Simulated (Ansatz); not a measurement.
# BaZrO3: the cost of one run

Computed with Ansatz 0.2.0 (DFT PBE, scalar-relativistic, plane waves, PAW, unless a step's input says otherwise).

1 further run of the same task is left out (it didn't finish). Runs told in other sessions of the task aren't counted.

### Step 1. The system as given

Symmetry: Pm-3m, No. 221, cubic system. The conventional cell has a = 4.228 Å, b = 4.228 Å, c = 4.228 Å, α = 90.00°, β = 90.00°, γ = 90.00°. Ba (site symmetry m-3m) is surrounded by 12 O at 2.99 Å. Around Zr (site symmetry m-3m) lie 6 O at 2.11 Å. Around O (site symmetry 4/mmm) lie 2 Zr at 2.11 Å and 4 Ba at 2.99 Å.

As a file:

```cif
data_structure
_symmetry_space_group_name_H-M 'P 1'
_symmetry_Int_Tables_number 1
_cell_length_a 4.2284
_cell_length_b 4.2284
_cell_length_c 4.2284
_cell_angle_alpha 90.000
_cell_angle_beta 90.000
_cell_angle_gamma 90.000
_cell_volume 75.60
loop_
_atom_site_label
_atom_site_type_symbol
_atom_site_fract_x
_atom_site_fract_y
_atom_site_fract_z
_atom_site_occupancy
Ba1 Ba 0.00000 0.00000 0.00000 1
Zr1 Zr 0.50000 0.50000 0.50000 1
O1 O 0.00000 0.50000 0.50000 1
O2 O 0.50000 0.50000 0.00000 1
O3 O 0.50000 0.00000 0.50000 1
```

An earlier run at PBE left this cell at 15.120 Å³/atom and -0.12 GPa (8×8×8 mesh).

The changes: atom 2 (Zr) moved 0.08 Å along y; atom 1 (Ba) moved 0.05 Å along y; strain e3 = -0.02, atoms carried along; strain e4 = +0.01, atoms carried along; all atoms moved at random (σ = 0.03 Å), cell strained at random (1 %); all atoms moved at random (σ = 0.06 Å), cell strained at random (1 %).

### Step 2. Atom 2 (Zr) moved 0.08 Å along y

input.yaml reads:

```yaml
crystal:
  lattice:
    - [4.2283851526, 0.0, 0.0]
    - [0.0, 4.2283851526, 0.0]
    - [0.0, 0.0, 4.2283851526]
  atoms:
    - { symbol: Ba, position: [0.0, 0.0, 0.0] }
    - { symbol: Zr, position: [0.5, 0.5189197524, 0.5] }
    - { symbol: O, position: [0.0, 0.5, 0.5] }
    - { symbol: O, position: [0.5, 0.5, 0.0] }
    - { symbol: O, position: [0.5, 0.0, 0.5] }
basis:
  ecutwfc: 420
  ecutrho_ratio: 4
kpoints:
  mp_grid: { grid: [8, 8, 8] }
hamiltonian:
  xc: pbe
scf:
  occupations: { method: gaussian, width: 0.05 }
output:
  forces: true
  stress: true
  eigenvalues: true
  write_density: true
  write_potential: true
  elf: true
  volumetric_format: npy
```

Started as:

```bash
> ansatz run input.yaml --threads 4 --pin off --max-ram 7168MiB --backend cpu --events-out ev --progress --plain --runs-dir out
```

What time and memory should one allow on 4 threads of Arm Neoverse V2, shared host?

About 4.3 s, with a peak of 0.43 GiB.
